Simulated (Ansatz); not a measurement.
Fluorite SrF₂ was calculated with r²SCAN (PAW; Ansatz, a program for electronic structure).

Run with plane-wave cutoff 560 eV, 10×10×10 k mesh, Fermi–Dirac smearing 0.01 eV, scalar-relativistic PAW data made under PBE.

Energies at three volumes about the minimum:

```csv
V (Å³/atom),E − E_lowest (meV/atom)
15.853,1.55
16.177,0.00
16.500,1.43
```

### Question
Fit a parabola by hand: where is the minimum, what lattice constant follows, and what is the bulk modulus?

### Answer
Slopes: (0.00 − 1.55)/(16.177 − 15.853) = -4.784 and (1.43 − 0.00)/(16.500 − 16.177) = 4.427 meV/Å³. Curvature E″ = 2 × (4.427 − (-4.784))/(16.500 − 15.853) = 28.473 meV/Å⁶. From the middle of the first interval, the slope vanishes at V0 = 16.0150 − (-4.784)/28.473 = 16.183 Å³/atom. B = V0 E″ = 16.183 × 28.473 meV/Å³ × 0.1602 GPa per meV/Å³ = 73.8 GPa. With 12 atoms in the cube, a = (12 × 16.183)^(1/3) = 5.791 Å. The full Birch–Murnaghan fit to all volumes gives V0 = 16.177 Å³/atom and B0 = 74.2 GPa.

Measured, for comparison: bulk modulus 69 GPa (temperature not stated, not corrected to a static lattice; as tabulated in On the Morphology of Group II Metal Fluoride Nanocrystals at Finite Temperature …). Computed (rounded) less measured: bulk modulus +8 %. A static lattice is as a rule a little smaller and stiffer than an uncorrected measurement, which can account for part of this.
